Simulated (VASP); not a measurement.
Wanted: the native input for a VASP 6.6.1 run.

- Task: relaxation of cell and atoms
- Functional: PBE
- Dispersion: D3(BJ)
- Potentials or basis: VASP PAW PBE potentials, release 64 (Nb_sv, Si)
- Cutoff: 600 eV
- k mesh: 9 × 9 × 6
- Occupations: methfessel-paxton, width 0.1 eV
- Spin: no spin polarisation
- Further INCAR settings: ALGO = Normal; EDIFF = 1e-07; IBRION = 2; EDIFFG = -0.005; NSW = 90; ISIF = 3

The structure of NbSi2 lies in POSCAR:

```
NbSi2                                   
1.0
    4.7471657811     -0.0000000000     -0.0000000000
   -2.3735828906      4.1111661624      0.0000000000
   -0.0000000000     -0.0000000000      6.5464873760
  Nb              Si            
     3     6
Direct
     0.5000000000000000    0.0000000000000000    0.5000000000000000
     0.5000000000000000    0.5000000000000000    0.8333333332999970
     1.0000000000000000    0.5000000000000000    0.1666666667000030
     0.1593075020438552    0.3186150040877104    0.5000000000000000
     0.8406924979561445    0.1593075020438552    0.8333333332999970
     0.6813849959122894    0.8406924979561449    0.1666666667000030
     0.8406924979561449    0.6813849959122897    0.5000000000000000
     0.1593075020438554    0.8406924979561449    0.8333333332999970
     0.3186150040877105    0.1593075020438552    0.1666666667000030
```

One way to write it, as run:

INCAR

```
ALGO     = Normal         # electronic algorithm
EDIFF    = 1E-7           # SCF threshold, eV
EDIFFG   = -0.005         # ionic threshold
ENCUT    = 600            # plane-wave cutoff, eV
GGA      = PE             # functional
IBRION   = 2              # ionic algorithm
ISIF     = 3              # what is computed and relaxed
ISMEAR   = 1              # smearing method
IVDW     = 12             # dispersion correction
KPAR     = 4            
LASPH    = True           # aspherical terms in the spheres
LCHARG   = False          # write CHGCAR
LREAL    = False          # projectors in reciprocal space
LWAVE    = False          # write WAVECAR
NELM     = 80             # most SCF steps
NSW      = 90             # ionic steps
PREC     = Accurate       # precision mode
SIGMA    = 0.1            # smearing width, eV
```

KPOINTS

```
k-points
0
Gamma
  9 9 6
```

Potentials or basis: VASP PAW PBE potentials, release 64 (Nb_sv, Si).

The run is started by

```console
$ cat potpaw_PBE.64/Nb_sv/POTCAR potpaw_PBE.64/Si/POTCAR > POTCAR
$ mpirun -np 4 vasp_std > vasp.out
```

It gave:

```yaml
Pressure_after_relaxing: 0.0 GPa
Band_gap_on_the_k_mesh: none (metal or under the smearing width)
Dispersion_energy_per_atom: -0.586 eV
```

Caveat: the relaxation stopped at its first step, so nothing moved; pairwise dispersion overbinds metals, which lowers pressure and volume.

Wall time 56 s on 4 MPI ranks on AMD EPYC 9R45 (Zen 5), on a shared host, peak memory 0.4 GiB a rank.
